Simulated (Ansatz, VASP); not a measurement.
Nb in VASP and in Ansatz

```
Nb
1.0
     4.70636    0.00000    0.00000
     0.00000    2.88205    0.00000
     0.00000    0.00000   21.51027
Nb
8
Direct
  0.00000 0.00000 0.27894
  0.50000 0.66667 0.34210
  0.00000 0.33333 0.40526
  0.50000 0.00000 0.46842
  0.00000 0.66667 0.53158
  0.50000 0.33333 0.59474
  0.00000 0.00000 0.65790
  0.50000 0.66667 0.72106
```

The slab is cut from a database's or a generator's crystal, which needn't be the stable form of the element.

Alike in both runs: task single point; functional PBE; k mesh 4 × 6 × 1; occupations fermi-dirac, width 0.15 eV; no spin polarisation.

|  | VASP | Ansatz |
| --- | --- | --- |
| version | VASP 6.6.1 | Ansatz 0.2.0 |
| potentials or method | VASP PAW PBE potentials, release 64 (Nb_sv) | plane waves, PAW |
| plane-wave cutoff (eV) | 520 | 435 |
| valence electrons in the cell | 104 | 104 |

|  | VASP | Ansatz | Ansatz less VASP |
| --- | --- | --- | --- |
| gap on the k mesh at the Fermi level (eV) | none | none | - |
| rms of the force components (eV/Å) | 0.428 | 0.425 | -0.0033 |

Atom by atom the forces differ by 0.005 eV/Å (rms over components). A gap of «none» marks a metal or a gap that the smearing closes. Ansatz warned: «vacuum_density_over_bound».

Caveats: the k mesh is coarse (spacing up to 0.36 Å⁻¹), so the values aren't converged.
